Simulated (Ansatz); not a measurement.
Here is an Ansatz 0.2.0 calculation.

The input input.yaml:

```yaml
crystal:
  lattice:
    - [1.5054695445, 0.8691832468, 2.4399269062]
    - [-1.5054695445, 0.8691832468, 2.4399269062]
    - [0.0, -1.7383664936, 2.4399269062]
  atoms:
    - { symbol: Co, position: [0.0, 0.0, 0.0], spin: 2.0 }
    - { symbol: O, position: [0.5, 0.5, 0.5] }
hamiltonian:
  xc: pbe
  pseudopotentials: { kind: paw }
magnetization:
  spin_polarized: true
kpoints:
  mp_grid: { grid: [11, 11, 11] }
scf:
  occupations: { method: gaussian, width: 0.03 }
output:
  forces: true
  stress: true
  eigenvalues: true
  write_density: true
  write_potential: true
  elf: true
  volumetric_format: npy
```

Potentials or basis: Ansatz PAW.

Launch:

```sh
$ ansatz run input.yaml --threads 2 --pin off --max-ram 5632MiB --backend cpu --events-out ev --progress --plain --runs-dir out
```

Task: Estimate the site moments.

Result: Co +2.49; O +0.32 μB.

Task: What does it give for the net moment?

Result: 2.93 μB per cell.

Task: Estimate the band gap on the k mesh.

Result: None (metal or under the smearing width).

Stress tensor (GPa, compression positive):
```
 0.26  0.00  0.00
 0.00  0.26  0.00
 0.00  0.00 -0.51
```

Caveat: the pressure holds a Pulay correction of +0.7 GPa for the finite cutoff; a cell with one magnetic atom can't hold antiferromagnetic order, which such compounds often take; semilocal functionals often make such compounds metallic where correlation or magnetic order opens a gap, which also shifts bond lengths. With open d or f shells a metallic result of PBE can be an artefact of self-interaction; +U or a hybrid may open a gap.
